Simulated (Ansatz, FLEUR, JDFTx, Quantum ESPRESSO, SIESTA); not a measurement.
SiC: 11 runs at one level of theory

```
Si C
1.0
     3.07600    0.00000    0.00000
    -1.53800    2.66389    0.00000
     0.00000    0.00000    5.04800
Si C
2 2
Direct
  0.66667 0.33333 0.50000
  0.33333 0.66667 0.00000
  0.66667 0.33333 0.88500
  0.33333 0.66667 0.38500
```

Alike in all runs: task band structure; functional PBE; k mesh 10 × 10 × 5; occupations fermi-dirac, width 0.05 eV; no spin polarisation; no spin-orbit coupling. Pressure is positive in compression and, in plane waves, holds the error of the finite cutoff, which Ansatz's Pulay term estimates and takes out. Gaps are the smaller of the mesh's and the band path's.

```csv
program and potentials,plane-wave cutoff (eV),notes,band gap (eV),pressure (GPa),largest force (eV/Å)
"Ansatz, all-electron LAPW, scalar-relativistic",-,-,?,?,?
"JDFTx, PseudoDojo-SR-PBE-0.5-standard with smoothed tails",1116,-,2.33,-,-
"FLEUR, all-electron, FLAPW",-,-,2.32,-,-
"Quantum ESPRESSO, PseudoDojo 0.4.1 SR PBE standard",1116,-,2.33,3.66,0.760
"SIESTA, files PseudoDojo sr-pbe-0.4.1-standard, TZP (energy shift 0.002 Ry)",-,atomic basis,2.32,6.34,0.812
"Ansatz, PseudoDojo stringent (PBE files)",1116,Pulay term of +0.07 GPa included,2.33,3.74,0.760
"JDFTx, PseudoDojo-SR-PBE-0.5-standard",1116,-,2.33,-,-
"Ansatz, SPMS NC",1034,Pulay term of +0.25 GPa included,2.33,3.77,0.760
"SIESTA, files PseudoDojo sr-pbe-0.4.1-standard, DZP (energy shift 0.002 Ry)",-,atomic basis,2.29,7.01,0.844
"Ansatz, Ansatz PAW (files of its older set among them)",820,-,2.32,3.69,0.752
"Ansatz, JTH PAW",780,Pulay term of +0.07 GPa included,2.33,3.14,0.748
```

Estimate from the other rows what the run with Ansatz, all-electron LAPW, scalar-relativistic gave.

Band gap 2.32 eV; pressure 3.72 GPa; largest force 0.752 eV/Å. The other rows, which needn't bracket it: band gap 2.29 to 2.33; pressure 3.14 to 7.01; largest force 0.748 to 0.844.
